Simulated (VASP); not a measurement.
**LiF: electric field gradients with PBE**

The system is LiF.

```
CELL_PARAMETERS angstrom
3.06094 0.00000 0.00000
-1.53047 2.65085 0.00000
0.00000 0.00000 4.80732
ATOMIC_POSITIONS crystal
Li 0.33333 0.66667 0.38115
Li 0.66667 0.33333 0.88115
F 0.33333 0.66667 0.99384
F 0.66667 0.33333 0.49384
```

Measurements of this composition are mostly on another form, of space group No. 225.

* Program: VASP 6.6.1
* Task: electric field gradients
* Functional: PBE
* Potentials or basis: VASP PAW PBE potentials, release 64 (Li_sv, F)
* Cutoff: 520 eV
* k mesh: 7 × 7 × 4
* Occupations: fermi-dirac, width 0.02 eV
* Spin: no spin polarisation
* Dipole correction: no
* Further INCAR settings: ALGO = Fast; EDIFF = 1e-08; NBANDS = 18

```yaml
Band_gap_on_the_k_mesh: 7.91 eV, direct
```

Forces in eV/Å, atoms in the order of the input:
```
Li   0.000  0.000 -0.002
Li   0.000  0.000 -0.002
F    0.000  0.000  0.002
F    0.000  0.000  0.002
```

Levels at points of the mesh, in eV from the valence-band top:
```
           k point  band 7  band 8  band 9  band 10  band 11  band 12  band 13  band 14
(0.00, 0.00, 0.00)   -0.47   -0.15   -0.15     0.00     7.91    12.19    15.45    18.74
(0.00, 0.00, 0.50)   -0.31   -0.31   -0.31    -0.31     9.61     9.61    17.80    17.80
```

Electric field gradients, principal values (V/Å²):
```csv
atom,Vxx,Vyy,Vzz
1 Li,-0.037,-0.040,0.076
2 Li,-0.037,-0.040,0.076
3 F,0.358,0.368,-0.725
4 F,0.358,0.368,-0.725
```

Run time: 15 s on 1 thread of Intel(R) Xeon(R) 6975P-C (Granite Rapids), with other jobs on the host, peak memory 0.15 GiB.

Caveat: an odd mesh through Γ misses points on the zone boundary, where band edges often lie. A hybrid or GW would open this gap; PBE tends to underestimate it.
